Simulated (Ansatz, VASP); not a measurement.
One calculation of Be, two programs

```
CELL_PARAMETERS angstrom
-1.24471 1.24471 1.24471
1.24471 -1.24471 1.24471
1.24471 1.24471 -1.24471
ATOMIC_POSITIONS crystal
Be 0.00000 0.00000 0.00000
```

Change from the starting cell: volume scaled by 0.98.

Alike in both runs: task single point; functional PBE; k mesh 15 × 15 × 15; occupations fermi-dirac, width 0.05 eV; no spin polarisation.

```csv
,VASP,Ansatz
version,VASP 6.6.1,Ansatz 0.2.0
potentials or method,"VASP PAW PBE potentials, release 64 (Be)",Ansatz PAW
plane-wave cutoff (eV),520,420
valence electrons in the cell,2,2
```

VASP gave:

```
gap on the k mesh at the Fermi level (eV) : none
pressure (GPa)                            : 1.9
```

Question: Which values does Ansatz return?

Answer: gap on the k mesh at the Fermi level (eV): none; pressure (GPa): 1.7.

A gap of «none» marks a metal or a gap that the smearing closes.
